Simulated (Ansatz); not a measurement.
An Ansatz input:

```yaml
crystal:
  lattice:
    - [-1.6190646052, 1.6612415974, 2.5247666629]
    - [1.6612415974, -1.6190646052, 2.5247666629]
    - [1.5669310712, 1.5669310712, -2.4970521319]
  atoms:
    - { symbol: In, position: [0.0, 0.0, 0.0] }
hamiltonian:
  xc: r2scan
  pseudopotentials:
    kind: paw
    azcp:
      In: "pseudopotentials/In.paw.azcp"
basis:
  ecutwfc: 500
  fft_grid_basis: typed
kpoints:
  mp_grid: { grid: [11, 11, 14], shift: [0, 0, 0] }
magnetization:
  spin_polarized: false
scf:
  occupations: { method: fermi_dirac, width: 0.2 }
  lower_state_search: "off"
output:
  stress: true
```

Output

```
Engine: ansatz 0.2.0, aarch64-unknown-linux-gnu
Pseudopotentials: kind: paw
Pseudopotential: In, paw, valence charge 13, recommended cutoff 500 eV (meta_gga) 
Functional definition: r2SCAN
  parameter k0 = 0.174
  parameter k1 = 0.065
  parameter a1 = 4.9479
  exchange = r2scan_x(k0 = k0, k1 = k1, a1 = a1)
  correlation = r2scan_c
Crystal: 1 atoms, lattice volume = 26.300 Å³
Basis set: ecut = 500 eV, 673 PW (Γ), exchange–correlation on 108×108×100 points (64 copies of the dense FFT grid, shifted against one another)
Bands: 11, of which v1, the nominal top of the filled ones, is band 7 counted from 1 (6 counted from 0)
Symmetry: 4 space group operations
Space group: C2/m (ITA 12), of the structure as read, at distance tolerance 3.0e-5 Å
k-points: 468 of 1694
Non-local potential: In, projectors of the file, l = 0: 2, l = 1: 2, l = 2: 2, l = 3: 2
PAW form: soft (Blöchl's): semilocal exchange-correlation on the pseudo side does not see the compensation charge
PAW frozen core: In, regenerated for the run's functional (the file was generated under x = pbe(κ = 0.804, μ = 0.2195149727645171), c = pbe(β = 0.06672455060314922))
PAW one-centre angular grid: In, 590 points (default); XC on 289 of its mesh's 2783 points in the sphere
Initial density: superposition of atomic densities (neutral atoms: chi_scale 0, normalization atom), corrected by the library's trained network
Initial wavefunctions: pseudopotential atomic-orbital guess
Functional: x = r2scan, c = r2scan; τ floored in thin density (d = 2e-4 eV/Å³)
SCF iter   1: F=-5611.843916 eV  HF=-5611.842929 eV  |F-HF|=9.87e-4  |Δ(HF+E_count)|=         —  Δρ=7.93e-3  dr2=8.68e-3  dr2_τ=1.27e-3  ethr=1.77e-3  ⟨swp⟩=5.0  Hψ=30238  notcnv=0
SCF iter   2: F=-5611.846291 eV  HF=-5611.846771 eV  |F-HF|=4.79e-4  |Δ(HF+E_count)|=   3.84e-3  Δρ=3.53e-3  dr2=1.73e-3  dr2_τ=7.87e-5  ethr=6.68e-5  ⟨swp⟩=2.8  Hψ=12130  notcnv=0  defer=1
SCF iter   3: F=-5611.846736 eV  HF=-5611.846721 eV  |F-HF|=1.45e-5  |Δ(HF+E_count)|=   4.94e-5  Δρ=4.19e-4  dr2=2.46e-5  dr2_τ=1.13e-6  ethr=1.33e-5  ⟨swp⟩=3.0  Hψ=8203  notcnv=0  defer=1
SCF iter   4: F=-5611.846740 eV  HF=-5611.846740 eV  |F-HF|=5.69e-7  |Δ(HF+E_count)|=   1.81e-5  Δρ=4.73e-5  dr2=5.42e-7  dr2_τ=6.94e-8  ethr=1.89e-7  ⟨swp⟩=2.0  Hψ=5894  notcnv=0  defer=1
iter 5 did not close the SCF: its close was put off for the readings that it lacked (scf_convergence_deferred on its scf_iter line)
SCF iter   5: F=-5611.846740 eV  HF=-5611.846740 eV  |F-HF|=7.52e-8  |Δ(HF+E_count)|=   7.23e-7  Δρ=1.97e-5  dr2=6.03e-8  dr2_τ=3.88e-9  ethr=4.17e-9  ⟨swp⟩=2.1  Hψ=7858  notcnv=0  defer=1
SCF iter   6: F=-5611.846740 eV  HF=-5611.846740 eV  |F-HF|=3.20e-9  |Δ(HF+E_count)|=   9.63e-8  Δρ=3.32e-6  dr2=3.38e-9  dr2_τ=3.97e-11  ethr=4.64e-10  ⟨swp⟩=2.8  Hψ=18889  notcnv=0
SCF 1 converged in 6 iterations: F = -5611.846740 eV  dr2 = 3.38e-9
SCF converged after 6 iterations
Free energy (F): -5611.846740 eV
Harris-Foulkes:  -5611.846740 eV  (|F-HF|=3.20e-9)
Internal energy: -5611.788957 eV  (E = F + TS)
E sigma→0 (E₀):  -5611.817849 eV
Entropy (-TS):   -0.057783 eV (-57.783 meV/atom)
Fermi energy:    10.141356 eV
--- Per-component energies (eV) ---
  E_band       = -31.781538
  E_kinetic    = 241.254259
  E_local      = -1080.894406  (includes V_loc(G=0)·N_el)
  E_nonlocal   = 366.567120
  E_hartree    = 424.693941
  E_xc         = -201.510536
  E_vxc        = -107.622095  (∫ρ·V_xc dr)
  E_paw        = -4181.473323  (= ΣΔE_a)
  E_vpaw       = -308.121391  (= ΣTr[D̂ρ^β])
  E_aug_tail   = 0.000008  (compensation charges beyond the density's cutoff)
  E_vtau       = 7.648636  (kinetic-family band-sum trace: ∫τ·v_τ [+ j·A + Jᵃ·Aᵃ] dr)
  E_ewald      = -1181.391566
  E_core_change = 0.965546  (= ΣΔE_core)
  E_smearing   = -0.057783  (= −TS)
  E_closure    = -0.000000  (closes the sum)
  Σ components = -5611.846740   (vs F -5611.846740, Δ=0.00e0)
--- Stress (GPa, compression-positive) ---
        0.190788       0.092371      -0.140815
        0.092371       0.190788      -0.140815
       -0.140815      -0.140815       0.064666
  P = ⅓ Tr σ = 0.1487 GPa (1.487 kbar)
```

Command:

```sh
ansatz run input.yaml --threads 2 --pin off --max-ram 5120MiB --backend cpu --events-out ev --progress --plain --runs-dir out
```

On 2 threads of Arm Neoverse N1 (shared host) this took about 14 s of wall time and 27 s of CPU time, with 0.55 GiB at the peak.
